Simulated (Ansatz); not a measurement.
## Varying the input for Sr

All trials start from this Ansatz input:

```yaml
crystal:
  lattice:
    - [10.9876299658, 0.0, 0.0]
    - [-5.4938149829, 9.5155666777, 0.0]
    - [0.0, 0.0, 4.42111191]
  atoms:
    - { symbol: Sr, position: [0.0, 0.0, 0.0] }
basis:
  ecutwfc: 420
kpoints:
  mp_grid: { grid: [3, 3, 4] }
hamiltonian:
  xc: pbe
scf:
  occupations: { method: gaussian, width: 0.1 }
output:
  forces: true
  stress: true
  eigenvalues: true
```

Command:

```bash
ansatz run input.yaml --threads 1 --pin off --max-ram 1331MiB --backend cpu --events-out ev --progress --plain --runs-dir out
```

The run converges in 6 SCF iterations on 9 irreducible k-points: pressure 0.07 GPa.

Settings here are deliberately varied, not converged. Each trial's input is given as a difference from the reference's; energies are extrapolated to zero smearing where there is one, and pressure is positive in compression. Charged cells sit in a uniform background, and their pressures hang on that convention.

Question: Trial 1:

```diff
 hamiltonian:
-  xc: pbe
+  xc: revpbe
 scf:
+  mixing: { algorithm: broyden, ndim: 20, globalisation: backtrack }
+  initial_density: { chi_scale: 0, normalization: atom }
+  max_iter: 66
```

How does this run end?

Answer: The run converges in 7 SCF iterations on 9 irreducible k-points: pressure 0.09 GPa.

Question: Trial 2:

```diff
 basis:
-  ecutwfc: 420
+  ecutwfc: 60
 kpoints:
-  mp_grid: { grid: [3, 3, 4] }
+  mp_grid: { grid: [3, 3, 2] }
 scf:
+  lower_state_search: "off"
+  eigensolver: { kind: ppcg }
+  max_iter: 91
```

How does this run end?

Answer: The program refuses the input:

```text
Error: YAML parse error: error: line 17 column 24: unknown variant `ppcg`, expected one of auto, dense, davidson, support_functions
```

Next try, with these keys changed back:

```diff
 scf:
-  eigensolver: { kind: ppcg }
```

The run converges in 7 SCF iterations on 6 irreducible k-points: energy 48.92 eV per atom above the reference, pressure 0.22 GPa (unreliable at so low a cutoff), gap on the sampled k-points 1.34 eV. It warns that the cutoff lies under the recommended one, 420 eV for these potentials.

Question: Trial 3 (volume scaled):

```diff
 crystal:
   lattice:
-    - [10.9876299658, 0.0, 0.0]
-    - [-5.4938149829, 9.5155666777, 0.0]
-    - [0.0, 0.0, 4.42111191]
+    - [11.9300065375, 0.0, 0.0]
+    - [-5.9650032687, 10.3316887288, 0.0]
+    - [0.0, 0.0, 4.8002976214]
 kpoints:
-  mp_grid: { grid: [3, 3, 4] }
+  mp_grid: { grid: [3, 3, 2] }
 scf:
-  occupations: { method: gaussian, width: 0.1 }
+  occupations: { method: fermi_dirac, width: "3000 K" }
```

How does this run end?

Answer: The run converges in 6 SCF iterations on 6 irreducible k-points: energy 306 meV per atom above the reference (the smearing is far too wide for the extrapolation to zero width), pressure -0.04 GPa.

Question: Trial 4:

```diff
 basis:
-  ecutwfc: 420
+  ecutwfc: "44 Ry"
```

What does the program give?

Answer: The run converges in 6 SCF iterations on 9 irreducible k-points: energy 0.06 meV per atom below the reference, pressure 0.07 GPa.

Question: Trial 5:

```diff
 kpoints:
-  mp_grid: { grid: [3, 3, 4] }
+  mp_grid: { grid: [3, 3, 1] }
```

How does this run end?

Answer: The run converges in 6 SCF iterations on 3 irreducible k-points: energy 1.59 eV per atom below the reference, pressure -0.36 GPa, gap on the sampled k-points 2.34 eV.

Question: Trial 6 (volume scaled):

```diff
 crystal:
   lattice:
-    - [10.9876299658, 0.0, 0.0]
-    - [-5.4938149829, 9.5155666777, 0.0]
-    - [0.0, 0.0, 4.42111191]
+    - [11.2031284011, 0.0, 0.0]
+    - [-5.6015642006, 9.7021937972, 0.0]
+    - [0.0, 0.0, 4.5078223928]
+total_charge: 0.25
 kpoints:
-  mp_grid: { grid: [3, 3, 4] }
+  mp_grid: { kspacing: 0.98 }
 scf:
+  mixing: { ndim: 20, preconditioner: kerker_dos }
+  initial_density: { chi_scale: 0, normalization: atom }
+  convergence: { dr2_threshold: "1e-8 eV" }
+  max_iter: 74
```

How does this run end?

Answer: The run converges in 10 SCF iterations on 2 irreducible k-points: pressure 0.05 GPa (with the neutralising background of the charged cell), no gap. It warns that the SCF threshold is loose for the stress.